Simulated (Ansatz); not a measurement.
# Levels of theory for LiH (rocksalt)

All numbers come from the plane-wave code Ansatz. Spin-unpolarised throughout; all numbers are computed.

The cell is LiH (rocksalt); cell and atoms were relaxed with r2SCAN. It is cubic, Fm-3m (No. 225); a = 4.006 Å in the conventional setting, 8.04 Å³ an atom. Li is surrounded by 6 H at 2.00 Å; H is surrounded by 6 Li at 2.00 Å.

```xyz
2
Lattice="0.0000 2.0030 2.0030 2.0030 0.0000 2.0030 2.0030 2.0030 0.0000" Properties=species:S:1:pos:R:3 pbc="T T T"
Li    0.0000    0.0000    0.0000
H     2.0030    2.0030    2.0030
```

Relaxed lattice by functional, symmetry kept:
```json
{"functional": "PBE", "k mesh": "12×12×12", "a (Å)": "4.006", "volume (Å³/atom)": "8.04"}
{"functional": "r2SCAN", "k mesh": "10×10×10", "a (Å)": "4.006", "volume (Å³/atom)": "8.04"}
```

On this one geometry the levels give:
```tsv
level	k mesh	gap (eV)	kind	edges	least direct gap (eV)	rough cost
PBE	10×10×10	2.98	direct	X	2.98	0.9 core-seconds
r2SCAN	10×10×10	3.63	direct	X	3.63	1.9 core-seconds
HSE06	8×8×8	3.97	direct	X	3.97	27 core-seconds
PBE0	8×8×8	4.66	direct	X	4.66	29 core-seconds
G0W0@PBE (47 empty bands, 120 eV, 6×6×6)	6×6×6	4.76	–	X (mesh)	–	6 core-seconds
```
PBE: smearing of 0.02 eV; the others have fixed occupations.
Wave cutoffs: 420 eV, 500 eV (r2SCAN).
The G0W0 gap is PBE's gap over the path plus the quasiparticle shift read on the mesh. G0W0 here is at a finite number of bands, screening cutoff and k mesh, not at the basis limit.
Costs come from shared machines and give only the order; PBE's includes the band path. The runs had 2 threads of Arm Neoverse V1, on a shared host.

The HSE06 gap is direct at X: 3.97 eV.

Taking G0W0@PBE (47 empty bands, 120 eV, 6×6×6), 4.76 eV, as the yardstick (a computed one, not at the basis limit), PBE0 comes nearest, -0.10 eV off. The others: HSE06 -0.79, r2SCAN -1.13, PBE -1.78 eV. The yardstick's own error is a tenth of an eV or more. r2SCAN covers 65 % of the step from PBE to HSE06. Among these functionals the gap stays direct.

The meshes of the hybrids are coarse, so their gaps aren't converged to the digits shown.
